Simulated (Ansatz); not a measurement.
Debugging an optical spectrum of SnSe, space group P4/nmm (the Python package of Ansatz (0.2.0)).

Input file `POSCAR_snse`:
```text
SnSe
1.0
   4.28532742    0.00000000    0.00000000
   0.00000000    4.28532742    0.00000000
   0.00000000    0.00000000   10.99069213
Sn Se
2 2
Direct
   0.50000000    0.00000000    0.37222911
   0.00000000    0.50000000    0.62777089
   0.50000000    0.00000000    0.61603949
   0.00000000    0.50000000    0.38396051
```

`snse.py`:
```python
'''Dielectric function of SnSe against photon energy.'''

import ansatz as az
from ase.io import read
import numpy as np


def main() -> None:
    atoms = read('POSCAR_snse', format='vasp')
    structure = az.Crystal.from_ase(atoms)

    base = structure.calculation()
    base = base.functional('pbesol')
    base = base.basis(550)
    base = base.kpoints(0, 4, 4)
    base = base.occupations('Fixed')
    base = base.optics(energy_step=0.05, nscf_kmesh=(6, 6, 2), broadening_width=0.2, scissors=1.5, spectra_wanted_up_to=8)
    result = base.run()
    spectra = result.optics()
    energy, filling = np.asarray(spectra.photon_energy_ev), spectra.band_filling
    gapped = filling.kind == 'insulating'
    eps1 = np.asarray(filling.eps1 if gapped else filling.eps1_interband)[:3].mean(axis=0)
    eps2 = np.asarray(filling.eps2 if gapped else filling.eps2_interband)[:3].mean(axis=0)
    print('filling:', filling.kind, '- valid up to', round(spectra.valid_up_to_ev, 2), 'eV,', spectra.n_bands, 'bands')
    top = min(10, spectra.valid_up_to_ev)
    # mean of xx, yy and zz; between bands only where the bands are partly filled
    print('E (eV)    eps1      eps2')
    for e in np.arange(0.5, top + 0.01, 0.5):
        print(f'{e:5.1f} {np.interp(e, energy, eps1):9.3f} {np.interp(e, energy, eps2):9.3f}')
    if gapped:
        print('eps_inf, bands beyond those summed included:', np.round(filling.eps_inf[:3], 3))
    print('f-sum electrons:', np.round(filling.get('f_sum_n_eff'), 3))


if __name__ == '__main__':
    main()
```

```console
$ python snse.py
Traceback (most recent call last):
  File "snse.py", line 36, in <module>
    main()
    ~~~~^^
  File "snse.py", line 18, in main
    result = base.run()
  ...
ansatz.RefusalError: invalid value for `kpoints.mp_grid.grid`: each dimension must be in 1..=255
```
(Library frames cut from the traceback.)

Find the fault and give the corrected script.

The fault: a mesh division is zero. The correction:

```diff
--- before
+++ after
@@ -14,3 +14,3 @@
     base = base.basis(550)
-    base = base.kpoints(0, 4, 4)
+    base = base.kpoints(6, 6, 2, center='gamma')
     base = base.occupations('Fixed')
```

After the fix:

Output of `python snse.py`:
```text
filling: insulating - valid up to 11.98 eV, 50 bands
E (eV)    eps1      eps2
  0.5     8.183     0.000
  1.0     8.614     0.000
  1.5     9.519     0.000
  2.0    11.659     0.036
  2.5    14.809     3.982
  3.0    21.636    11.297
  3.5     0.279    19.283
  4.0    -3.806    11.588
  4.5    -2.498     7.125
  5.0    -2.708     4.499
  5.5    -0.719     2.942
  6.0     1.024     3.046
  6.5     2.159     6.882
  7.0    -2.453     4.865
  7.5    -2.002     2.141
  8.0    -0.645     2.944
  8.5    -1.018     2.446
  9.0    -0.425     2.318
  9.5    -1.386     2.940
 10.0    -1.421     1.767
eps_inf, bands beyond those summed included: [10.134 10.134  4.196]
f-sum electrons: [20.411 20.411 20.657]
```

The cell holds layers, chains or clusters in vacuum, no bulk phase. The empty bands are shifted up by the scissors value typed. Averages over directions belong to no single polarisation, least of all in layered crystals. Points of the mesh across the vacuum add cost only. The structure comes from a database of computed cells and needn't be a stable or known phase. Independent-particle spectra on Kohn-Sham bands hold no excitons, and semilocal gaps are too small. Run time: 2.8 min on 1 thread of Arm Neoverse V2 (shared host), peak memory 0.97 GiB.
